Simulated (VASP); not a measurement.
# Mg (P6/mmm) in VASP: notebook

One crystal, Mg, is run at these levels: r2SCAN; tasks: single point.

Everything below comes from runs of VASP 6.6.1. Logs are shortened: lines on timing, memory, paths and dates and some standing lists are left out, and cuts for length are marked.

### 1 The crystal as given

The structure is hexagonal, space group P6/mmm (No. 191). Conventional cell: a = 3.050 Å, b = 3.050 Å, c = 3.045 Å, α = 90.00°, β = 90.00°, γ = 120.00°. Mg (site symmetry 6/mmm) is surrounded by 8 Mg at 3.04 to 3.05 Å.

This isn't the form of Mg at room conditions, which is hcp.

### 2 Single point, r2SCAN

Input file INCAR:

```
ADDGRID = False
ALGO = Normal
EDIFF = 1E-6
ENCUT = 500
ISIF = 2
ISMEAR = 1
LASPH = True
LCHARG = False
LMIXTAU = True
LREAL = False
LWAVE = False
METAGGA = R2SCAN
NELM = 100
PREC = Accurate
SIGMA = 0.1
```

Input file KPOINTS:

```
k-points
0
Gamma
  15 15 13
```

Input file POSCAR:

```
Mg
1.0
    3.0502998005      0.0000000000      0.0000000000
   -1.5251499003      2.6416371164      0.0000000000
    0.0000000000      0.0000000000      3.0448375700
Mg
1
Direct
    0.0000000000      0.0000000000      0.0000000000
```

Potentials or basis: VASP PAW PBE potentials, release 64 (Mg).

Started as:

```
> cat potpaw_PBE.64/Mg/POTCAR > POTCAR
> mpirun -np 1 vasp_std > vasp.out
```

OUTCAR:

```text
EDIFF = 1E-6
   ENCUT = 500
   ISIF = 2
   ISMEAR = 1
   LASPH = True
   LREAL = False
   METAGGA = R2SCAN
   NELM = 100
   PREC = Accurate

 Found    189 irreducible k-points:

 Following reciprocal coordinates:
            Coordinates               Weight
  0.000000  0.000000  0.000000      1.000000
  0.066667  0.000000  0.000000      6.000000
  0.133333  0.000000  0.000000      6.000000
  0.200000  0.000000  0.000000      6.000000
  0.266667  0.000000  0.000000      6.000000
  0.333333  0.000000  0.000000      6.000000
   k-points           NKPTS =    189   k-points in BZ     NKDIM =    189   number of bands    NBANDS=      5
   number of dos      NEDOS =    301   number of ions     NIONS =      1
   total plane-waves  NPLWV =  13824
   dimension x,y,z NGX =    24 NGY =   24 NGZ =   24
   dimension x,y,z NGXF=    48 NGYF=   48 NGZF=   48
   ions per type =               1
   NGX,Y,Z   is equivalent  to a cutoff of  13.08, 13.08, 13.10 a.u.
   NGXF,Y,Z  is equivalent  to a cutoff of  26.16, 26.16, 26.21 a.u.
 SYSTEM =  unknown system
   PREC   = accura    normal or accurate (medium, high low for compatibility)
   ISTART =      0    job   : 0-new  1-cont  2-samecut
   ICHARG =      2    charge: 1-file 2-atom 10-const
   ISPIN  =      1    spin polarized calculation?
   LNONCOLLINEAR =      F non collinear calculations
   LSORBIT =      F    spin-orbit coupling
   LASPH  =      T    aspherical Exc in radial PAW
   ENCUT  =  500.0 eV  36.75 Ry    6.06 a.u.   5.56  5.56  5.55*2*pi/ulx,y,z
   NELM   =    100;   NELMIN=  2; NELMDL= -5     # of ELM steps
   EDIFF  = 0.1E-05   stopping-criterion for ELM
   LREAL  =      F    real-space projection
   EDIFFG = 0.1E-04   stopping-criterion for IOM
   NSW    =      0    number of steps for IOM
   IBRION =     -1    ionic relax: 0-MD 1-quasi-New 2-CG
   NFREE  =      0    steps in history (QN), initial steepest desc. (CG)
   ISIF   =      2    stress and relaxation
   ISYM   =      2    0-nonsym 1-usesym 2-fastsym
   POTIM  = 0.5000    time-step for ionic-motion
   TEBEG  =    0.0;   TEEND  =   0.0 temperature during run
   PSTRESS=    0.0 pullay stress
   NELECT =       2.0000    total number of electrons
   NUPDOWN=      -1.0000    fix difference up-down
   EMIN   =  10.00;   EMAX   =-10.00  energy-range for DOS
   EFERMI =   0.00;   METHOD = LEGACY
   ISMEAR =     1;   SIGMA  =   0.10  broadening in eV -4-tet -1-fermi 0-gaus
   EFERMI_NEDOS =   21; number of points for ismear=-14 and -15
   IALGO  =     38    algorithm
   IMIX   =      4    mixing-type and parameters
     AMIX     =   0.40;   BMIX     =  1.00
     AMIX_MAG =   1.60;   BMIX_MAG =  1.00
  volume/ion in A,a.u.               =      24.53       165.57
  Fermi-wavevector in a.u.,A,eV,Ry     =   0.709836  1.341396  6.855535  0.503868
  Thomas-Fermi vector in A             =   1.796524
   LORBIT       =      0    0 simple, 1 ext, 2 COOP (PROOUT), +10 PAW based schemes
   METAGGA = R2SCAN    functional components
   LHFCALC =     F    Hartree Fock is set to
   AEXX    =    0.0000 exact exchange contribution
   IVDW    =     0    specifies the selected vdW correction
   LEPSILON=     F    determine dielectric tensor
   LRPA    =     F    only Hartree local field effects (RPA)
 non-spin polarized calculation
 Methfessel and Paxton  Order N= 1 SIGMA  =   0.10
  energy-cutoff  :      500.00
  volume of cell :       24.53
 maximum number of plane-waves:       641
 NGX is ok and might be reduce to    24

 number of electron       2.0000000 magnetization

 Free energy of the ion-electron system (eV)
  ---------------------------------------------------
  ext. energy  EPLUGINS =         0.00000000
  ---------------------------------------------------
  free energy    TOTEN  =        -3.87123000 eV

  energy without entropy =       -3.87123421  energy(sigma->0) =       -3.87123141

 E-fermi :   2.3030     XC(G=0):  -8.8351

 val. band max:        2.2766174385   @ k =   0.4000   0.0000   0.4615
 cond. band min:       2.3347967647   @ k =   0.4000   0.1333   0.1538
 fundamental gap:      0.0581793262
 Fermi energy:         2.3030291595

 k-point     1 :       0.0000    0.0000    0.0000
  band No.  band energies     occupation
      1      -4.8381      2.00000
      2      10.8253      0.00000
      3      11.7495      0.00000
      4      15.7132      0.00000
      5      15.7132      0.00000

 k-point     2 :       0.0667    0.0000    0.0000
  band No.  band energies     occupation
      1      -4.7352      2.00000
      2      10.8148      0.00000
      3      11.8352      0.00000
      4      14.0967      0.00000
      5      15.0250      0.00000

 k-point     3 :       0.1333    0.0000    0.0000
  band No.  band energies     occupation
      1      -4.4272      2.00000
      2      10.5311      0.00000
      3      12.0921      0.00000
      4      12.1628      0.00000
      5      14.0793      0.00000

 k-point     4 :       0.2000    0.0000    0.0000
  band No.  band energies     occupation
      1      -3.9161      2.00000
      2       9.0010      0.00000
      3      11.5388      0.00000
      4      12.5208      0.00000
      5      13.2548      0.00000

 k-point     5 :       0.2667    0.0000    0.0000
  band No.  band energies     occupation
      1      -3.2050      2.00000
      2       6.9901      0.00000
      3      11.4532      0.00000
      4      12.5878      0.00000
      5      13.1211      0.00000

 k-point     6 :       0.3333    0.0000    0.0000
  band No.  band energies     occupation
      1      -2.2990      2.00000
      2       5.0473      0.00000
      3      11.3540      0.00000
      4      12.0858      0.00000
      5      13.8915      0.00000

 [... further k-points ...]
[... 5 lines left out ...]
  --------------------------------------------------------------------------------------
  -------------------------------------------------------------------------------------
  Total        0.0858941      0.0858941     -0.0020753     -0.0000000     -0.0000000     -0.0000000
  in kB        5.6091096      5.6091096     -0.1355207     -0.0000000     -0.0000000     -0.0000000
  external PRESSURE =       3.6942329 kB  Pullay stress =       0.0000000 kB

 VOLUME and BASIS-vectors are now :
 -----------------------------------------------------------------------------
  energy-cutoff  :      500.00
  volume of cell :       24.53
      direct lattice vectors                 reciprocal lattice vectors
     3.050299800  0.000000000  0.000000000     0.327836628  0.189276565  0.000000000
    -1.525149900  2.641637116  0.000000000     0.000000000  0.378553130  0.000000000
     0.000000000  0.000000000  3.044837570     0.000000000  0.000000000  0.328424744

 POSITION                                       TOTAL-FORCE (eV/Angst)
 -----------------------------------------------------------------------------------
      0.00000      0.00000      0.00000         0.000000      0.000000      0.000000
 -----------------------------------------------------------------------------------
    total drift:                                0.000000      0.000000      0.000000

  FREE ENERGIE OF THE ION-ELECTRON SYSTEM (eV)
  ---------------------------------------------------
  free  energy   TOTEN  =        -3.8712300035 eV

  energy  without entropy=       -3.8712342141  energy(sigma->0) =       -3.87123141
```

It took 31 s on 1 thread of Intel Xeon 6975P-C (Granite Rapids), shared host; peak memory 0.15 GiB.

The run converged, but some of its settings lie outside the range that counts as converged, so its numbers aren't taken as properties of the crystal.

What came out:

```
Free energy            : -3.8712 eV
Pressure               : 0.4 GPa
Band gap on the k mesh : none (metal or under the smearing width)
```

Caveat: the PAW data sets were made with another functional, which shifts forces and pressure a little.

### 3 Single point, r2SCAN

This run uses another cell than the first one, of the same volume but with other edges.

INCAR is that of step 2.

KPOINTS is that of step 2.

Input file POSCAR:

```
Mg
1.0
    3.1430880000     -0.0084060000     -0.0278050000
   -1.5788240000      2.6046760000      0.0276970000
   -0.0277550000      0.0158990000      3.0020770000
Mg
1
Direct
   -0.0144770000      0.0117080000      0.0082640000
```

Potentials or basis: VASP PAW PBE potentials, release 64 (Mg).

Started as:

```
> cat potpaw_PBE.64/Mg/POTCAR > POTCAR
> mpirun -np 1 vasp_std > vasp.out
```

Wall time 2.9 min (1 thread of Intel Xeon 6975P-C (Granite Rapids), shared host); peak memory 0.32 GiB.

These settings aren't checked as converged: the numbers below hold their error.

Results:

```
Free energy            : -3.8664 eV
Pressure               : 0.3 GPa
Band gap on the k mesh : none (metal or under the smearing width)
```

Caveat: the PAW data sets were made with another functional, which shifts forces and pressure a little.

### 4 Single point, r2SCAN

Edit INCAR of step 3 so:

```diff
@@ -3,3 +3,3 @@
 EDIFF = 1E-6
-ENCUT = 500
+ENCUT = 400
 ISIF = 2
@@ -14,2 +14,2 @@
 PREC = Accurate
-SIGMA = 0.1
+SIGMA = 0.2
```

Input file KPOINTS:

```
k-points
0
Gamma
  18 18 16
```

Input file POSCAR:

```
Mg
1.0
    3.0502998005      0.0000000000      0.0000000000
   -1.5251499003      2.6416371164      0.0000000000
    0.0000000000      0.0000000000      3.0448375700
Mg
1
Direct
    0.0000000000      0.0000000000      0.0000000000
```

Started as:

```
> cat potpaw_PBE.64/Mg/POTCAR > POTCAR
> mpirun -np 1 vasp_std > vasp.out
```

Run time: 50 s. Hardware: 1 thread of Intel Xeon 6975P-C (Granite Rapids), shared host; peak memory 0.15 GiB.

These settings aren't checked as converged: the numbers below hold their error.

Results:

```yaml
Free_energy: -3.8697 eV
Pressure: 0.4 GPa
Band_gap_on_the_k_mesh: none (metal or under the smearing width)
```

Caveat: the PAW data sets were made with another functional, which shifts forces and pressure a little.

### 5 Single point, r2SCAN

This run uses another cell than the first one, of the same volume but with other edges.

INCAR is that of step 4.

KPOINTS is that of step 4.

Input file POSCAR:

```
Mg
1.0
    3.1430880000     -0.0084060000     -0.0278050000
   -1.5788240000      2.6046760000      0.0276970000
   -0.0277550000      0.0158990000      3.0020770000
Mg
1
Direct
   -0.0144770000      0.0117080000      0.0082640000
```

Potentials or basis: VASP PAW PBE potentials, release 64 (Mg).

Started as:

```
> cat potpaw_PBE.64/Mg/POTCAR > POTCAR
> mpirun -np 1 vasp_std > vasp.out
```

OUTCAR:

```text
EDIFF = 1E-6
   ENCUT = 400
   ISIF = 2
   ISMEAR = 1
   LASPH = True
   LREAL = False
   METAGGA = R2SCAN
   NELM = 100
   PREC = Accurate

 Found   2596 irreducible k-points:

 Following reciprocal coordinates:
            Coordinates               Weight
  0.000000  0.000000  0.000000      1.000000
  0.055556  0.000000 -0.000000      2.000000
  0.111111  0.000000 -0.000000      2.000000
  0.166667  0.000000  0.000000      2.000000
  0.222222  0.000000 -0.000000      2.000000
  0.277778  0.000000  0.000000      2.000000
   k-points           NKPTS =   2596   k-points in BZ     NKDIM =   2596   number of bands    NBANDS=      5
   number of dos      NEDOS =    301   number of ions     NIONS =      1
   total plane-waves  NPLWV =   9600
   dimension x,y,z NGX =    24 NGY =   20 NGZ =   20
   dimension x,y,z NGXF=    48 NGYF=   40 NGZF=   40
   ions per type =               1
   NGX,Y,Z   is equivalent  to a cutoff of  12.69, 10.92, 11.07 a.u.
   NGXF,Y,Z  is equivalent  to a cutoff of  25.39, 21.83, 22.15 a.u.
 SYSTEM =  unknown system
   PREC   = accura    normal or accurate (medium, high low for compatibility)
   ISTART =      0    job   : 0-new  1-cont  2-samecut
   ICHARG =      2    charge: 1-file 2-atom 10-const
   ISPIN  =      1    spin polarized calculation?
   LNONCOLLINEAR =      F non collinear calculations
   LSORBIT =      F    spin-orbit coupling
[... 49 lines left out ...]
  free energy    TOTEN  =        -3.86599567 eV

  energy without entropy =       -3.86632607  energy(sigma->0) =       -3.86610581

 E-fermi :   2.2811     XC(G=0):  -8.8384

 val. band max:        2.2781751091   @ k =   0.3889   0.1111   0.1250
 cond. band min:       2.2842251798   @ k =   0.2778   0.1111   0.5000
 fundamental gap:      0.0060500707
 Fermi energy:         2.2811437356

 k-point     1 :       0.0000    0.0000    0.0000
  band No.  band energies     occupation
      1      -4.8352      2.00000
      2      11.0956      0.00000
      3      12.2539      0.00000
      4      14.9005      0.00000
      5      16.1160      0.00000
[... 33 lines left out ...]
 k-point     6 :       0.2778    0.0000    0.0000
  band No.  band energies     occupation
      1      -3.1180      2.00000
      2       6.3280      0.00000
      3      11.5045      0.00000
      4      12.6223      0.00000
      5      13.6916      0.00000

 [... further k-points ...]
[... 5 lines left out ...]
  --------------------------------------------------------------------------------------
  -------------------------------------------------------------------------------------
  Total       -0.1748346      0.1645384      0.1119985      0.0285791      0.0179871     -0.0311954
  in kB      -11.4171595     10.7447939      7.3137993      1.8662920      1.1746061     -2.0371405
  external PRESSURE =       2.2138113 kB  Pullay stress =       0.0000000 kB

 VOLUME and BASIS-vectors are now :
 -----------------------------------------------------------------------------
  energy-cutoff  :      400.00
  volume of cell :       24.53
      direct lattice vectors                 reciprocal lattice vectors
     3.143088000 -0.008406000 -0.027805000     0.318692044  0.193154686  0.001923445
    -1.578824000  2.604676000  0.027697000     0.001010546  0.384559010 -0.002027282
    -0.027755000  0.015899000  3.002077000     0.002942377 -0.001758937  0.333139234

 POSITION                                       TOTAL-FORCE (eV/Angst)
 -----------------------------------------------------------------------------------
      3.07887      0.02234     -0.00227        -0.000000      0.000000     -0.000000
 -----------------------------------------------------------------------------------
    total drift:                               -0.000320      0.000025      0.000236

  FREE ENERGIE OF THE ION-ELECTRON SYSTEM (eV)
  ---------------------------------------------------
  free  energy   TOTEN  =        -3.8659956724 eV

  energy  without entropy=       -3.8663260724  energy(sigma->0) =       -3.86610581
```

OSZICAR:

```text
N       E                     dE             d eps       ncg     rms          rms(c)
DAV:   1    -0.328819227951E+01   -0.32882E+01   -0.65834E+02 28750   0.212E+02
DAV:   2    -0.393008308764E+01   -0.64189E+00   -0.59283E+00 34480   0.139E+01
[... 11 lines left out ...]
DAV:  14    -0.386618019784E+01   -0.12799E-02   -0.66145E-04 26675   0.227E-01    0.675E-02
DAV:  15    -0.386603139895E+01    0.14880E-03   -0.17951E-04 36195   0.834E-02    0.274E-02
DAV:  16    -0.386598312100E+01    0.48278E-04   -0.20410E-05 26695   0.258E-02    0.163E-02
DAV:  17    -0.386597937716E+01    0.37438E-05   -0.62936E-06 27395   0.142E-02    0.133E-02
DAV:  18    -0.386599521690E+01   -0.15840E-04   -0.61224E-06 28730   0.182E-02    0.996E-03
DAV:  19    -0.386599567235E+01   -0.45545E-06   -0.48851E-06 26585   0.183E-02
   1 F= -.38659957E+01 E0= -.38661058E+01  d E =0.330400E-03
```

stdout:

```text
POSCAR found type information on POSCAR Mg
 POSCAR found :  1 types and       1 ions
 scaLAPACK will be used
 -----------------------------------------------------------------------------
|                                                                             |
|                                                                             |
|     You enforced a specific xc type in the INCAR file but a different       |
|     I HOPE YOU KNOW WHAT YOU ARE DOING!                                     |
|                                                                             |
 -----------------------------------------------------------------------------

 LDA part: xc-table for (None), standard interpolation
 POSCAR, INCAR and KPOINTS ok, starting setup
 FFT: planning ... GRIDC
 FFT: planning ... GRID_SOFT
 FFT: planning ... GRID
 WAVECAR not read
 entering main loop
```

It took 4.2 min on 1 thread of Intel Xeon 6975P-C (Granite Rapids), shared host; peak memory 0.37 GiB.

These settings aren't checked as converged: the numbers below hold their error.

What came out:

```yaml
Free_energy: -3.8660 eV
Pressure: 0.2 GPa
Band_gap_on_the_k_mesh: none (metal or under the smearing width)
```

Caveat: the PAW data sets were made with another functional, which shifts forces and pressure a little.

### 6 For comparison

An earlier run on the cell as given: functional PBE; potentials or basis VASP PAW PBE potentials, release 64 (Mg); cutoff 520 eV; k mesh 10 × 10 × 9; occupations fermi-dirac, width 0.05 eV; no spin polarisation.

- Pressure: 1.1 GPa
- Band gap on the k mesh: none (metal or under the smearing width)
